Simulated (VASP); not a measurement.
**GaAs: phonons with PBE**

Crystal: GaAs.

```
CELL_PARAMETERS angstrom
0.00000 2.87512 2.87512
2.87512 0.00000 2.87512
2.87512 2.87512 0.00000
ATOMIC_POSITIONS crystal
Ga 0.00000 0.00000 0.00000
As 0.25000 0.25000 0.25000
```

| Quantity | Value |
| --- | --- |
| Program | VASP 6.6.1 |
| Task | phonons |
| Functional | PBE |
| Potentials or basis | VASP PAW PBE potentials, release 64 (Ga_d, As) |
| Cutoff | 600 eV |
| k mesh | 10 × 10 × 10 |
| Occupations | gaussian, width 0.03 eV |
| Spin | no spin polarisation |
| By perturbation theory | no |
| Further INCAR settings | ALGO = Normal; EDIFF = 1e-08; IBRION = 6; POTIM = 0.015; NSW = 1 |

```json
{
 "Highest phonon frequency at Γ, LO-TO splitting left out": "252 cm⁻¹"
}
```

Phonon frequencies in cm⁻¹ (negative: imaginary):
| q point | frequencies |
| --- | --- |
| (0.000, 0.000, 0.000) | 0 0 0 252 252 252 |

Wall time 2.4 min on 1 thread of Intel(R) Xeon(R) Platinum 8488C (Sapphire Rapids), with other jobs on the host, peak memory 0.35 GiB.
